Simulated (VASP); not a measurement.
**Results of a VASP single-point calculation on AlN (strained wurtzite)**

POSCAR

```
Al N
 1.0000000000000000
     3.1066937601931870    0.0000000000000000    0.0000000000000000
    -1.5533468800965935    2.6904757181059007    0.0000000000000000
     0.0000000000000000    0.0000000000000000    4.7794478898000001
 Al  N
   2   2
Cartesian
  0.0000000000000001  1.7936504787372674 -0.0378243971323606
  1.5533468800965939  0.8968252393686337  2.3518995477676388
  0.0000000000000001  1.7936504787372674  1.8301173558073607
  1.5533468800965939  0.8968252393686337  4.2198413007073610
```

The gap between bands v and c is 5.03 eV. The least direct gap is 5.03 eV.

Band v is the last that the valence electrons fill when counted band by band, and c is the next. Levels in eV from the top of v:

```
point    v−1      v     c   c+1
    Γ  -0.62   0.00  5.03  7.27
    M  -2.03  -1.01  6.24  6.62
    K  -2.72  -2.72  5.69  8.92
    A  -1.03  -1.03  7.24  7.24
    L  -1.53  -1.53  6.02  6.02
    H  -0.89  -0.89  8.23  8.23
```

Question: Which of these levels of theory gave these results?
A. PBE with spin–orbit coupling
B. HSE06
C. PBE0
D. PBE
E. r²SCAN
F. PBEsol
G. LDA

Answer: E.

The INCAR was:

```
NBANDS = 16
LASPH = .TRUE.
PREC = Accurate
EDIFF = 1E-7
ALGO = Normal
LREAL = .FALSE.
METAGGA = R2SCAN
LWAVE = .FALSE.
IBRION = -1
ISMEAR = 0
NELM = 120
ISIF = 2
NSW = 0
LELF = .TRUE.
LCHARG = .TRUE.
ENCUT = 520
SIGMA = 0.01
```
